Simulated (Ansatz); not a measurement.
An input for Ansatz 0.2.0 (CdO (Monteponite)):

The input input.yaml:

```yaml
crystal:
  lattice:
    - [0.0, 2.3495, 2.3495]
    - [2.3495, 0.0, 2.3495]
    - [2.3495, 2.3495, 0.0]
  atoms:
    - { symbol: Cd, position: [0.0, 0.0, 0.0] }
    - { symbol: O, position: [0.5, 0.5, 0.5] }
hamiltonian:
  xc: pbe0
  pseudopotentials: { kind: paw }
kpoints:
  mp_grid: { grid: [5, 5, 5] }
scf:
  occupations: { method: fermi_dirac, width: 0.15 }
phonons:
  method: fd
  amplitude: 0.01
  supercell: [2, 2, 2]
```

Potentials or basis: Ansatz PAW.

Command:

```console
$ ansatz run input.yaml --threads 1 --pin off --max-ram 2560MiB --backend cpu --events-out ev --progress --plain --runs-dir out
```

How does this run end?

The run stopped without a result. It printed:

Output:

```text
Error: 3 input errors — fix all and re-run
  1. invalid value for `phonons.supercell`: axis 0: the count 2 must divide kpoints.mp_grid.grid dimension 5 — the displaced supercells solve the k-mesh folded onto them, whose points must be the deck's own; the next dimension that the batch's repeats divide is 6
  2. invalid value for `phonons.supercell`: axis 1: the count 2 must divide kpoints.mp_grid.grid dimension 5 — the displaced supercells solve the k-mesh folded onto them, whose points must be the deck's own; the next dimension that the batch's repeats divide is 6
  3. invalid value for `phonons.supercell`: axis 2: the count 2 must divide kpoints.mp_grid.grid dimension 5 — the displaced supercells solve the k-mesh folded onto them, whose points must be the deck's own; the next dimension that the batch's repeats divide is 6
```
